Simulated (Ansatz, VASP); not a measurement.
# Nb: VASP beside Ansatz

```
CELL_PARAMETERS angstrom
0.00000 2.11500 2.11500
2.11500 0.00000 2.11500
2.11500 2.11500 0.00000
ATOMIC_POSITIONS crystal
Nb 0.00000 0.00000 0.00000
```

This isn't the form of Nb at room conditions, which is bcc.

Alike in both runs: functional LDA; k mesh 11 × 11 × 11; no spin polarisation.

|  | VASP | Ansatz |
| --- | --- | --- |
| version | VASP 6.6.1 | Ansatz 0.2.0 |
| potentials or method | VASP PAW LDA potentials, release 64 (Nb_sv) | JTH PAW LDA |
| plane-wave cutoff (eV) | 520 | 1170 |
| occupations | methfessel-paxton of order 1, width 0.1 eV | cold, width 0.1 eV |
| valence electrons in the cell | 13 | 13 |
| task | single point | electrostatic potential |

|  | VASP | Ansatz | Ansatz less VASP |
| --- | --- | --- | --- |
| gap on the k mesh at the Fermi level (eV) | none | none | - |
| pressure (GPa) | -11.1 | -11.1 | +0.01 |

A gap of «none» marks a metal or a gap that the smearing closes.
